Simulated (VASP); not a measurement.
## MgS: band structure with LDA

Crystal: MgS.

```
CELL_PARAMETERS angstrom
4.00546 0.00000 0.00000
0.00000 5.66458 0.00000
0.00000 0.00000 3.89791
ATOMIC_POSITIONS crystal
Mg 0.00000 0.99732 0.00000
Mg 0.50000 0.49732 0.50000
S 0.00000 0.25268 0.50000
S 0.50000 0.75268 0.00000
```

The cell comes from a database or a generator and needn't be the stable form of this composition.

- Program: VASP 6.6.1
- Task: band structure
- Functional: LDA
- Potentials or basis: VASP PAW LDA potentials, release 64 (Mg, S)
- Cutoff: 520 eV
- k mesh: 8 × 6 × 8
- Occupations: gaussian, width 0.02 eV
- Spin: no spin polarisation
- Further INCAR settings: ALGO = Normal; EDIFF = 1e-07; NBANDS = 16

| Item | Value |
| --- | --- |
| Band gap on the k mesh | 3.21 eV |
| Band gap along the path | 3.21 eV |

Levels at the corners of the path, in eV from the valence-band top:
| point | band 5 | band 6 | band 7 | band 8 | band 9 | band 10 | band 11 | band 12 |
| --- | --- | --- | --- | --- | --- | --- | --- | --- |
| Γ | -1.02 | -0.17 | -0.13 | 0.00 | 3.21 | 3.54 | 5.45 | 7.55 |
| X | -1.64 | -1.64 | -0.34 | -0.34 | 6.27 | 6.27 | 6.65 | 6.65 |
| X | -1.64 | -1.64 | -0.34 | -0.34 | 6.27 | 6.27 | 6.65 | 6.65 |
| S | -1.22 | -1.22 | -1.21 | -1.21 | 3.52 | 3.52 | 5.33 | 5.33 |
| S | -1.22 | -1.22 | -1.21 | -1.21 | 3.52 | 3.52 | 5.33 | 5.33 |
| Y | -1.59 | -1.59 | -0.51 | -0.51 | 6.08 | 6.08 | 6.60 | 6.60 |
| Y | -1.59 | -1.59 | -0.51 | -0.51 | 6.08 | 6.08 | 6.60 | 6.60 |
| Γ | -1.02 | -0.17 | -0.13 | 0.00 | 3.21 | 3.54 | 5.45 | 7.55 |
| Γ | -1.02 | -0.17 | -0.13 | 0.00 | 3.21 | 3.54 | 5.45 | 7.55 |
| Z | -0.78 | -0.78 | -0.56 | -0.56 | 4.88 | 4.88 | 6.33 | 6.33 |
| Z | -0.78 | -0.78 | -0.56 | -0.56 | 4.88 | 4.88 | 6.33 | 6.33 |
| U | -0.47 | -0.47 | -0.32 | -0.32 | 4.91 | 4.91 | 7.34 | 7.34 |
| U | -0.47 | -0.47 | -0.32 | -0.32 | 4.91 | 4.91 | 7.34 | 7.34 |
| R | -2.05 | -2.05 | -1.52 | -1.52 | 5.20 | 5.20 | 7.74 | 7.74 |
| R | -2.05 | -2.05 | -1.52 | -1.52 | 5.20 | 5.20 | 7.74 | 7.74 |
| T | -0.49 | -0.49 | -0.49 | -0.49 | 4.80 | 4.80 | 7.31 | 7.31 |
| T | -0.49 | -0.49 | -0.49 | -0.49 | 4.80 | 4.80 | 7.31 | 7.31 |
| Z | -0.78 | -0.78 | -0.56 | -0.56 | 4.88 | 4.88 | 6.33 | 6.33 |
| Y | -1.59 | -1.59 | -0.51 | -0.51 | 6.08 | 6.08 | 6.60 | 6.60 |
| T | -0.49 | -0.49 | -0.49 | -0.49 | 4.80 | 4.80 | 7.31 | 7.31 |
| U | -0.47 | -0.47 | -0.32 | -0.32 | 4.91 | 4.91 | 7.34 | 7.34 |
| X | -1.64 | -1.64 | -0.34 | -0.34 | 6.27 | 6.27 | 6.65 | 6.65 |
| S | -1.22 | -1.22 | -1.21 | -1.21 | 3.52 | 3.52 | 5.33 | 5.33 |
| R | -2.05 | -2.05 | -1.52 | -1.52 | 5.20 | 5.20 | 7.74 | 7.74 |

It took 98 s on 1 thread of Intel(R) Xeon(R) 6975P-C (Granite Rapids), on a shared host, peak memory 0.32 GiB.

Caveat: the log is that of the step along the path at fixed density, whose energy, stress, charges and moments have no meaning.
